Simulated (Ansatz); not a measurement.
Density of states of SiNi (P2_13, a = 4.465 Å, b = 4.465 Å, c = 4.465 Å, α = 90.00°, β = 90.00°, γ = 90.00°), in states per eV and primitive cell, averaged over bins of 0.5 eV. Computed with Ansatz 0.2.0, DFT r2SCAN, scalar-relativistic, plane waves, PAW.

Cutoff 500 eV; k points 8×8×8 on the computed 8-atom cell (Γ-centred); Gaussian smearing, width 0.10 eV; no spin polarisation.

The cell is relaxed at this level. The states (both spins) are summed by tetrahedra on a 12×12×12 mesh at the self-consistent density. Energies are bin centres; the table starts no lower than −8 eV and ends at 6 eV, or lower where the solved bands end.

It is a metal at this level.

| E − E_F (eV) | total | Ni 3d | Si 3p | Si 3s | Ni 4s |
| --- | --- | --- | --- | --- | --- |
| -7.80 | 1.47 | 0.28 | 0.87 | 0.15 | 0.15 |
| -7.30 | 2.93 | 0.72 | 1.68 | 0.24 | 0.25 |
| -6.80 | 3.02 | 0.91 | 1.61 | 0.22 | 0.23 |
| -6.30 | 3.10 | 1.07 | 1.61 | 0.21 | 0.17 |
| -5.80 | 4.02 | 1.82 | 1.68 | 0.28 | 0.17 |
| -5.30 | 4.14 | 2.34 | 1.43 | 0.20 | 0.08 |
| -4.80 | 6.00 | 4.12 | 1.44 | 0.17 | 0.12 |
| -4.30 | 12.58 | 9.95 | 1.61 | 0.23 | 0.32 |
| -3.80 | 12.29 | 10.16 | 1.47 | 0.15 | 0.16 |
| -3.30 | 10.78 | 9.61 | 0.80 | 0.07 | 0.06 |
| -2.80 | 13.00 | 12.29 | 0.38 | 0.06 | 0.04 |
| -2.30 | 9.33 | 8.44 | 0.55 | 0.09 | 0.06 |
| -1.80 | 4.46 | 3.67 | 0.57 | 0.08 | 0.05 |
| -1.30 | 2.16 | 1.59 | 0.41 | 0.09 | 0.03 |
| -0.80 | 3.08 | 1.91 | 0.86 | 0.15 | 0.06 |
| -0.30 | 2.23 | 1.23 | 0.58 | 0.29 | 0.06 |
| 0.20 | 2.59 | 1.24 | 0.70 | 0.46 | 0.10 |
| 0.70 | 3.62 | 1.40 | 1.10 | 0.72 | 0.21 |
| 1.20 | 3.23 | 0.99 | 1.16 | 0.58 | 0.28 |
| 1.70 | 3.72 | 0.94 | 1.48 | 0.55 | 0.43 |
| 2.20 | 2.99 | 0.57 | 1.21 | 0.44 | 0.41 |
| 2.70 | 3.53 | 0.54 | 1.48 | 0.48 | 0.53 |
| 3.20 | 3.33 | 0.41 | 1.47 | 0.37 | 0.53 |
| 3.70 | 3.18 | 0.30 | 1.33 | 0.27 | 0.59 |
| 4.20 | 2.85 | 0.25 | 1.25 | 0.22 | 0.44 |
| 4.70 | 3.43 | 0.25 | 1.52 | 0.23 | 0.42 |
| 5.20 | 2.74 | 0.17 | 1.14 | 0.16 | 0.36 |
| 5.70 | 2.23 | 0.12 | 0.97 | 0.10 | 0.26 |

The columns after the total are the main Löwdin projections on the occupied valence shells of the potentials; 1 other is left out. The rest of the total lies in those, in shells that are empty in the free atom, which aren't projected, and between the atoms.

A ferromagnetic start lost its moments in a first run, so spin was left out; other magnetic orders weren't tried.

This form isn't the usual stable structure of the compound.

Cost: 1 run of about 5.4 core-minutes, on Arm Neoverse V2 (shared hosts).